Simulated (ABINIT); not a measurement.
MoS2:

```
CELL_PARAMETERS angstrom
1.58550 0.91539 6.11500
-1.58550 0.91539 6.11500
0.00000 -1.83078 6.11500
ATOMIC_POSITIONS crystal
Mo 0.00000 0.00000 0.00000
S 0.25000 0.25000 0.25000
S 0.75000 0.75000 0.75000
```

Measurements of this composition are mostly on another form, of space group No. 194.

```yaml
Program: ABINIT 10.8.3 (patched build)
Task: relaxation of cell and atoms
Functional: LDA
Potentials_or_basis: JTH PAW LDA v2.0
Cutoff: 544 eV
k_mesh: 8 × 8 × 8
Occupations: fermi-dirac, width 0.05 eV
Spin: no spin polarisation
```

At the start: pressure 0.3 GPa; volume 17.75 Å³/atom.

Question: Where does the relaxation end?

Answer: Over 15 steps the energy falls by 21.5 meV/atom and the volume is 16.44 Å³/atom (-7.4 %); space group R-3m (No. 166, to 0.05 Å).

The path:
```csv
step,energy change (eV),largest force (eV/Å),pressure (GPa),volume (Å³)
1,0.0000,0.5695,0.26,53.25
2,0.0259,0.8164,-8.52,53.29
3,-0.0143,0.3268,-1.24,53.22
4,-0.0180,0.2351,-1.80,53.20
5,-0.0248,0.0285,-3.36,53.06
6,-0.0275,0.0891,-3.63,52.91
7,-0.0412,0.2619,-3.88,51.89
8,-0.0530,0.2705,-2.76,50.70
9,-0.0616,0.0133,-0.01,49.76
10,-0.0618,0.0378,0.16,49.72
11,-0.0624,0.0788,0.48,49.59
12,-0.0634,0.0972,0.70,49.37
13,-0.0640,0.0280,0.56,49.04
14,-0.0644,0.0183,0.23,49.22
15,-0.0645,0.0043,-0.02,49.31
```

Final structure:
```
Mo S
1.0
     1.55096    0.89545    5.91754
    -1.55096    0.89545    5.91754
     0.00000   -1.79090    5.91754
Mo S
1 2
Direct
  0.00000 0.00000 0.00000
  0.24339 0.24339 0.24339
  0.75661 0.75661 0.75661
```
